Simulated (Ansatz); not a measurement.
# Cl (bcc type): the cost of one run

Computed with Ansatz 0.2.0 (DFT PBE, with the methods named in each step, unless a step's input says otherwise).

1 further run of the same task is left out (set aside as unsound or not needed).

### 1 The system as given

Symmetry: Im-3m, No. 229, cubic system. The conventional cell has a = 3.530 Å, b = 3.530 Å, c = 3.530 Å, α = 90.00°, β = 90.00°, γ = 90.00°. Cl (site symmetry m-3m) has 8 Cl at 3.06 Å as nearest neighbours.

Structure file:

```cif
data_structure
_symmetry_space_group_name_H-M 'Im-3m'
_symmetry_Int_Tables_number 229
_cell_length_a 3.5303
_cell_length_b 3.5303
_cell_length_c 3.5303
_cell_angle_alpha 90.000
_cell_angle_beta 90.000
_cell_angle_gamma 90.000
_cell_volume 44.00
loop_
_atom_site_label
_atom_site_type_symbol
_atom_site_symmetry_multiplicity
_atom_site_Wyckoff_symbol
_atom_site_fract_x
_atom_site_fract_y
_atom_site_fract_z
_atom_site_occupancy
Cl1 Cl 2 a 0.00000 0.00000 0.00000 1
```

The file gives the conventional cell by its symmetry; the runs use the cell typed in the input.

Whether this phase is the stable one at these pressures isn't tested.

### 2 Cell relaxed at zero pressure, PAW

The input, input.yaml:

```yaml
crystal:
  lattice:
    - [-1.7651741677, 1.7651741677, 1.7651741677]
    - [1.7651741677, -1.7651741677, 1.7651741677]
    - [1.7651741677, 1.7651741677, -1.7651741677]
  atoms:
    - { symbol: Cl, position: [0.0, 0.0, 0.0] }
kpoints:
  mp_grid: { grid: [17, 17, 17] }
scf:
  occupations: { method: fermi_dirac, width: 0.1 }
hamiltonian:
  xc: pbe
  pseudopotentials: { kind: paw }
output:
  forces: true
  stress: true
  write_density: true
  write_potential: true
  elf: true
  volumetric_format: npy
relax:
  f_tol: 0.005
  max_steps: 40
  cell: {}
```

Launch:

```console
$ ansatz run input.yaml --threads 1 --pin off --max-ram 2048MiB --backend cpu --events-out ev --progress --plain --runs-dir out
```

What time and memory should one allow on 1 thread of Arm Neoverse V1, shared host?

About 7.1 s, with a peak of 0.3 GiB.
